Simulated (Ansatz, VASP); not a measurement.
## Zn: VASP beside Ansatz

The input INCAR:

```
ALGO     = Normal         # electronic algorithm
EDIFF    = 1E-6           # SCF threshold, eV
ENCUT    = 520            # plane-wave cutoff, eV
GGA      = PS             # functional
ISIF     = 2              # what is computed and relaxed
ISMEAR   = 0              # smearing method
LASPH    = True           # aspherical terms in the spheres
LCHARG   = True           # write CHGCAR
LELF     = True           # ELF
LREAL    = False          # projectors in reciprocal space
LVHAR    = True         
LWAVE    = False          # write WAVECAR
NBANDS   = 19             # bands
NELM     = 80             # most SCF steps
PREC     = Accurate       # precision mode
SIGMA    = 0.1            # smearing width, eV
```

KPOINTS

```
k-points
0
Gamma
  6 6 4
```

File POSCAR:

```
Zn
1.0
    2.6700000000      0.0000000000      0.0000000000
   -1.3350000000      2.3122878281      0.0000000000
    0.0000000000      0.0000000000      4.9660000000
Zn
2
Direct
    0.3333333333      0.6666666667      0.2500000000
    0.6666666667      0.3333333333      0.7500000000
```

Input for Ansatz:

```yaml
crystal:
  lattice:
    - [2.67, 0.0, 0.0]
    - [-1.335, 2.3122878281, 0.0]
    - [0.0, 0.0, 4.966]
  atoms:
    - { symbol: Zn, position: [0.3333333333, 0.6666666667, 0.25] }
    - { symbol: Zn, position: [0.6666666667, 0.3333333333, 0.75] }
basis:
  ecutwfc: 420
kpoints:
  mp_grid: { grid: [6, 6, 4] }
hamiltonian:
  xc: pbesol
scf:
  occupations: { method: gaussian, width: 0.1 }
output:
  forces: true
  stress: true
  eigenvalues: true
```

Alike in both runs: task single point; functional PBEsol; k mesh 6 × 6 × 4; occupations gaussian, width 0.1 eV; no spin polarisation.

|  | VASP | Ansatz |
| --- | --- | --- |
| version | VASP 6.6.1 | Ansatz 0.2.0 |
| potentials or method | VASP PAW PBE potentials, release 64 (Zn) | scalar-relativistic, plane waves, PAW |
| plane-wave cutoff (eV) | 520 | 420 |
| valence electrons in the cell | 24 | 24 |

|  | VASP | Ansatz | Ansatz less VASP |
| --- | --- | --- | --- |
| gap on the k mesh at the Fermi level (eV) | none | none | - |
| pressure (GPa) | -4.0 | -4.4 | -0.36 |
| largest component of the traceless stress (GPa) | 2.36 | 2.46 | +0.097 |

A gap of «none» marks a metal or a gap that the smearing closes. The functional is the same, so the differences come from potentials, cutoffs and numerics.

Caveats: the k mesh is coarse (spacing up to 0.45 Å⁻¹), so the values aren't converged; the PAW data sets were made with another functional, which shifts forces and pressure a little (VASP).
